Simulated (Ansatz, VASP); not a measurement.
## Two plane-wave programs on MgI2

```
Mg I
1.0
     4.21061    0.00000    0.00000
    -2.10530    3.64649    0.00000
     0.00000    0.00000    6.67777
Mg I
1 2
Direct
  0.00000 0.00000 0.00000
  0.33333 0.66667 0.75763
  0.66667 0.33333 0.24237
```

Alike in both runs: task single point; functional PBE; k mesh 6 × 6 × 4; occupations gaussian, width 0.05 eV; no spin polarisation.

|  | VASP | Ansatz |
| --- | --- | --- |
| version | VASP 6.6.1 | Ansatz 0.2.0 |
| potentials or method | VASP PAW PBE potentials, release 64 (Mg, I) | scalar-relativistic, plane waves, PAW |
| plane-wave cutoff (eV) | 520 | 420 |
| valence electrons in the cell | 16 | 44 |

VASP gave:

- gap on the k mesh at the Fermi level (eV): 3.31
- least direct gap on the mesh (eV): 3.42
- pressure (GPa): 1.2
- largest component of the traceless stress (GPa): 0.95
- rms of the force components (eV/Å): 0.058

Problem. Which values does Ansatz return?

Solution. gap on the k mesh at the Fermi level (eV): 3.33; least direct gap on the mesh (eV): 3.44; pressure (GPa): 1.2; largest component of the traceless stress (GPa): 0.94; rms of the force components (eV/Å): 0.063.

Atom by atom the forces differ by 0.005 eV/Å (rms over components). The two sets of potentials don't hold the same shells in valence.

Caveats: spin-orbit coupling is left out, which moves the levels of the heavy elements; this functional lacks dispersion, which binds the layers, so the pressure and a relaxed spacing across them are unreliable. A k mesh can miss the band edges. Expect the measured gap to be larger: semilocal functionals such as PBE lack the derivative discontinuity.
